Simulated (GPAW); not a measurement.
Wanted: an ASE script for a GPAW 26.7.0 run.

```yaml
Task: relaxation of cell and atoms
Functional: PBE
Potentials_or_basis: GPAW PAW data sets (gpaw-data 1.2.1)
Cutoff: 800 eV
Basis: pw
k_mesh: 6 × 6 × 20
Occupations: fermi-dirac, width 0.05 eV
Spin: no spin polarisation
Maxiter: 150
Optimizer: BFGS
Fmax: 0.02 eV/Å
Max_steps: 60
Convergence: density=1e-05 forces=0.0001
```

The structure of C lies in C.xyz:

```xyz
1
Lattice="4.2551700000 0.0000000000 0.0000000000 0.0000000000 4.2551700000 0.0000000000 0.0000000000 0.0000000000 1.2822900000" Properties=species:S:1:pos:R:3 pbc="T T T"
C      2.1275850000      2.1275850000      0.6411450000
```

The cell was built by a generator and needn't be a form met in nature.

The input as run:

run.py

```python
from ase.filters import FrechetCellFilter
from ase.io import read, write
from ase.optimize import BFGS
from gpaw import GPAW, PW

atoms = read('C.xyz')

calc = GPAW(mode=PW(800),
            xc='PBE',
            kpts={'size': (6, 6, 20), 'gamma': True},
            occupations={'name': 'fermi-dirac', 'width': 0.05},
            nbands=8,
            convergence={'density': 1e-05, 'forces': 0.0001},
            maxiter=150,
            txt='gpaw.txt')
atoms.calc = calc
opt = BFGS(FrechetCellFilter(atoms), trajectory='relax.traj', logfile='-')
done = opt.run(fmax=0.02, steps=60)
calc.write('gs.gpw')
write('result.traj', atoms)
print('Converged:', done)
print('Cell:', atoms.cell.cellpar().round(4))
print('Volume:', round(atoms.get_volume(), 4))
print(atoms.get_scaled_positions().round(5))
```

Potentials or basis: GPAW PAW data sets (gpaw-data 1.2.1), pw.

Run with:

```bash
$ OMP_NUM_THREADS=1 python run.py
```

It gave:

```
Relaxed volume                         : 15.01 Å³/atom
Relaxed cell                           : a = 3.419 Å, b = 3.419 Å, c = 1.284 Å, α = 90.00°, β = 90.00°, γ = 90.00°
Space group after relaxing (to 0.05 Å) : P4/mmm (No. 123)
Energy gained by relaxing              : 25.3 meV/atom
Ionic steps                            : 11
Pressure after relaxing                : 0.1 GPa
Band gap on the k mesh                 : none (metal or under the smearing width)
```

Caveat: later steps reuse the first step's grids; the volume moved by over 15 % at a fixed basis, so the end points are rough.

It took 2.6 min on 1 thread of Intel(R) Xeon(R) Platinum 8488C (Sapphire Rapids), on a shared host, peak memory 0.23 GiB.
